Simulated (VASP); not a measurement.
# CdSe (F-43m) in VASP: notebook, part 2 of 2

VASP 6.6.1.

## Step 4: Relaxation of cell and atoms, PBE

INCAR

```
PREC = Accurate
ENCUT = 600
EDIFF = 1E-7
ISMEAR = 0
SIGMA = 0.02
LREAL = F
LASPH = T
NELM = 80
ALGO = Normal
ISIF = 3
LWAVE = F
LCHARG = F
GGA = PE
IBRION = 2
NSW = 90
EDIFFG = -0.005
```

KPOINTS

```
regular mesh
0
Gamma
  10 10 10
```

POSCAR

```
CdSe
1.0
    0.0000000000      3.0702712000      3.0702712000
    3.0702712000      0.0000000000      3.0702712000
    3.0702712000      3.0702712000      0.0000000000
Cd Se
1 1
Direct
    0.0000000000      0.0000000000      0.0000000000
    0.2500000000      0.2500000000      0.2500000000
```

Potentials or basis: VASP PAW PBE potentials, release 64 (Cd, Se).

Run with:

```sh
cat potpaw_PBE.64/Cd/POTCAR potpaw_PBE.64/Se/POTCAR > POTCAR
mpirun -np 1 vasp_std > vasp.out
```

OUTCAR:

```text
PREC = Accurate
   ENCUT = 600
   EDIFF = 1E-7
   ISMEAR = 0
   LREAL = F
   LASPH = T
   NELM = 80
   ISIF = 3
   GGA = PE
   IBRION = 2
   NSW = 90
   EDIFFG = -0.005

 ion  position               nearest neighbor table
   1  0.000  0.000  0.000-   2 2.66   2 2.66   2 2.66   2 2.66
   2  0.250  0.250  0.250-   1 2.66   1 2.66   1 2.66   1 2.66

  LATTYP: Found a face centered cubic cell.
 ALAT       =     6.1405424000

  Lattice vectors:

 A1 = (   0.0000000000,   3.0702712000,   3.0702712000)
 A2 = (   3.0702712000,   0.0000000000,   3.0702712000)
 A3 = (   3.0702712000,   3.0702712000,   0.0000000000)

Analysis of symmetry for initial positions (statically):
=====================================================================
 Subroutine PRICEL returns:
 Original cell was already a primitive cell.

 Routine SETGRP: Setting up the symmetry group for a
 face centered cubic supercell.

 Subroutine GETGRP returns: Found 24 space group operations
 (whereof 24 operations were pure point group operations)
 out of a pool of 48 trial point group operations.

The static configuration has the point symmetry T_d .

Analysis of symmetry for dynamics (positions and initial velocities):
=====================================================================
 Subroutine PRICEL returns:
 Original cell was already a primitive cell.

 Routine SETGRP: Setting up the symmetry group for a
 face centered cubic supercell.

 Subroutine GETGRP returns: Found 24 space group operations
 (whereof 24 operations were pure point group operations)
 out of a pool of 48 trial point group operations.

The dynamic configuration has the point symmetry T_d .

 Subroutine INISYM returns: Found 24 space group operations
 (whereof 24 operations are pure point group operations),
 and found     1 'primitive' translations

[... 138 lines left out ...]
  ---------------------------------------------------
  ext. energy  EPLUGINS =         0.00000000
  ---------------------------------------------------
  free energy    TOTEN  =        -5.49078764 eV

  energy without entropy =       -5.49078764  energy(sigma->0) =       -5.49078764

------------------------ aborting loop because EDIFF is reached ----------------------------------------

  FORCE on cell =-STRESS in cart. coord.  units (eV):
  Direction    XX          YY          ZZ          XY          YZ          ZX
  --------------------------------------------------------------------------------------
  -------------------------------------------------------------------------------------
  Total        0.5498450      0.5498450      0.5498450     -0.0000000      0.0000000      0.0000000
  in kB       15.2191599     15.2191599     15.2191599     -0.0000000      0.0000000      0.0000000
  external PRESSURE =      15.2191599 kB  Pullay stress =       0.0000000 kB
[... 59 lines left out ...]
--------------------------------------- Ionic step        3  -------------------------------------------

 number of electron      18.0000000 magnetization

 Free energy of the ion-electron system (eV)
  ---------------------------------------------------
  ext. energy  EPLUGINS =         0.00000000
  ---------------------------------------------------
  free energy    TOTEN  =        -5.49935256 eV

  energy without entropy =       -5.49935256  energy(sigma->0) =       -5.49935256

 E-fermi :   0.5831     XC(G=0):  -8.6148

 val. band max:        0.4817687808   @ k =   0.0000   0.0000   0.0000
 cond. band min:       0.9660051514   @ k =   0.0000   0.0000   0.0000
 fundamental gap:      0.4842363707
 Fermi energy:         0.5830841419

 k-point     1 :       0.0000    0.0000    0.0000
  band No.  band energies     occupation
      1     -11.7926      2.00000
      2      -7.2687      2.00000
      3      -7.2687      2.00000
      4      -7.2687      2.00000
      5      -6.9554      2.00000
      6      -6.9554      2.00000
      7       0.4818      2.00000
      8       0.4818      2.00000
      9       0.4818      2.00000
     10       0.9660      0.00000
     11       6.4095      0.00000
     12       6.4095      0.00000
     13       6.4095      0.00000
[... 354 lines left out ...]
  band No.  band energies     occupation
      1     -11.4520      2.00000
      2      -7.1244      2.00000
      3      -7.1056      2.00000
      4      -7.0597      2.00000
      5      -6.9184      2.00000
      6      -6.8045      2.00000
      7      -2.8303      2.00000
      8      -0.9938      2.00000
      9      -0.8454      2.00000
     10       4.0735      0.00000
     11       4.4894      0.00000
     12       7.9504      0.00000
     13       8.8994      0.00000

 [... further k-points ...]

------------------------ aborting loop because EDIFF is reached ----------------------------------------

  FORCE on cell =-STRESS in cart. coord.  units (eV):
  Direction    XX          YY          ZZ          XY          YZ          ZX
  --------------------------------------------------------------------------------------
  -------------------------------------------------------------------------------------
  Total        0.0017101      0.0017101      0.0017101      0.0000000     -0.0000000     -0.0000000
  in kB        0.0458626      0.0458626      0.0458626      0.0000000     -0.0000000     -0.0000000
  external PRESSURE =       0.0458626 kB  Pullay stress =       0.0000000 kB
[... 17 lines left out ...]
  FREE ENERGIE OF THE ION-ELECTRON SYSTEM (eV)
  ---------------------------------------------------
  free  energy   TOTEN  =        -5.4993525599 eV

  energy  without entropy=       -5.4993525599  energy(sigma->0) =       -5.49935256

 reached required accuracy - stopping structural energy minimisation
```

Wall time 36 s (1 thread of Intel Xeon 6975P-C (Granite Rapids), shared host); peak memory 0.24 GiB.

What came out:

```yaml
Free_energy: -5.4994 eV
Relaxed_volume: 29.87 Å³/atom
Relaxed_cell: a = 4.388 Å, b = 4.388 Å, c = 4.388 Å, α = 60.00°, β = 60.00°, γ = 60.00°
Space_group_after_relaxing_to_0.05_Å: F-43m (No. 216)
Energy_gained_by_relaxing: 4.3 meV/atom
Ionic_steps: 3
Pressure_after_relaxing: 0.0 GPa
Band_gap_on_the_k_mesh: 0.48 eV, direct
```

The path:
```tsv
step	energy change (eV)	largest force (eV/Å)	pressure (GPa)	volume (Å³)
1	0.0000	0.0000	1.52	57.88
2	-0.0080	0.0000	-0.35	60.22
3	-0.0086	0.0000	0.00	59.74
```

Final structure:
```
Cd Se
1.0
     0.00000    3.10276    3.10276
     3.10276    0.00000    3.10276
     3.10276    3.10276    0.00000
Cd Se
1 1
Direct
  0.00000 0.00000 0.00000
  0.25000 0.25000 0.25000
```

## Step 5: The runs side by side

| level | potentials or basis | gap on the mesh (eV) | pressure (GPa) | relaxed volume (Å³/atom) |
| --- | --- | --- | --- | --- |
| PBEsol | VASP PAW PBE potentials, release 64 (Cd, Se) | 0.47 | 0.0 | 28.27 |
| LDA | VASP PAW LDA potentials, release 64 (Cd, Se) | 0.42 | 0.0 | 27.31 |
| PBE | VASP PAW PBE potentials, release 64 (Cd, Se) | 0.48 | 0.0 | 29.87 |

Alike in all rows: task relaxation of cell and atoms; no spin polarisation; cell relaxed; k mesh 10 × 10 × 10; cutoff (eV) 600; smearing gaussian 0.02 eV.

Caveats: the PAW data sets were made with another functional, which shifts forces and pressure a little (some runs).

Total energies depend on the potentials used, so only differences within one code and one set of settings carry meaning.
